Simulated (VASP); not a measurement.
**Ni: relaxation of cell and atoms with PBE+D3**

Crystal: Ni.

```
Ni
1.0
     0.00000    1.73757    1.73757
     1.73757    0.00000    1.73757
     1.73757    1.73757    0.00000
Ni
1
Direct
  0.00000 0.00000 0.00000
```

* Program: VASP 6.6.1
* Task: relaxation of cell and atoms
* Functional: PBE
* Dispersion: D3
* Potentials or basis: VASP PAW PBE potentials, release 64 (Ni)
* Cutoff: 600 eV
* k mesh: 10 × 10 × 10
* Occupations: fermi-dirac, width 0.05 eV
* Spin: collinear spin, ferromagnetic start
* Starting moments: [1.0] μB
* Further INCAR settings: ALGO = Fast; EDIFF = 1e-06; IBRION = 2; EDIFFG = -0.005; NSW = 40; ISIF = 3

```json
{
 "Relaxed volume": "10.55 Å³/atom",
 "Relaxed cell": "a = 2.462 Å, b = 2.462 Å, c = 2.462 Å, α = 60.00°, β = 60.00°, γ = 60.00°",
 "Space group after relaxing (to 0.05 Å)": "Fm-3m (No. 225)",
 "Energy gained by relaxing": "0.1 meV/atom",
 "Ionic steps": "2",
 "Pressure after relaxing": "0.0 GPa",
 "Band gap on the k mesh": "none (metal or under the smearing width)",
 "Net moment": "0.70 μB per cell",
 "Site moments": "Ni +0.71 μB",
 "Valence electrons inside the program's atomic spheres": "Ni 9.36",
 "Dispersion energy per atom": "-0.408 eV"
}
```

Final structure:
```cif
data_structure
_symmetry_space_group_name_H-M 'P 1'
_symmetry_Int_Tables_number 1
_cell_length_a 2.4621
_cell_length_b 2.4621
_cell_length_c 2.4621
_cell_angle_alpha 60.000
_cell_angle_beta 60.000
_cell_angle_gamma 60.000
_cell_volume 10.55
loop_
_atom_site_label
_atom_site_type_symbol
_atom_site_fract_x
_atom_site_fract_y
_atom_site_fract_z
_atom_site_occupancy
Ni1 Ni 0.00000 0.00000 0.00000 1
```

Levels at points of the mesh, in eV from the Fermi level:
Spin up:
```tsv
k point	band 2	band 3	band 4	band 5	band 6	band 7	band 8	band 9
(0.00, 0.00, 0.00)	-2.58	-2.58	-2.58	-1.35	-1.35	23.97	28.06	28.06
(0.50, 0.00, 0.00)	-2.56	-2.56	-0.66	-0.66	-0.37	5.84	22.44	25.18
(0.50, 0.50, 0.00)	-4.42	-0.61	-0.53	-0.53	2.45	9.46	15.09	15.09
```
Spin down:
```tsv
k point	band 2	band 3	band 4	band 5	band 6	band 7	band 8	band 9
(0.00, 0.00, 0.00)	-1.75	-1.75	-1.75	-0.69	-0.69	23.82	28.06	28.06
(0.50, 0.00, 0.00)	-1.87	-1.87	-0.41	0.17	0.17	6.32	22.31	25.30
(0.50, 0.50, 0.00)	-3.73	0.08	0.42	0.42	2.43	9.74	15.12	15.12
```

Wall time 8.9 s on 1 thread of Intel(R) Xeon(R) 6975P-C (Granite Rapids), with other jobs on the host, peak memory 0.14 GiB.

Caveat: pairwise dispersion overbinds metals, which lowers pressure and volume.
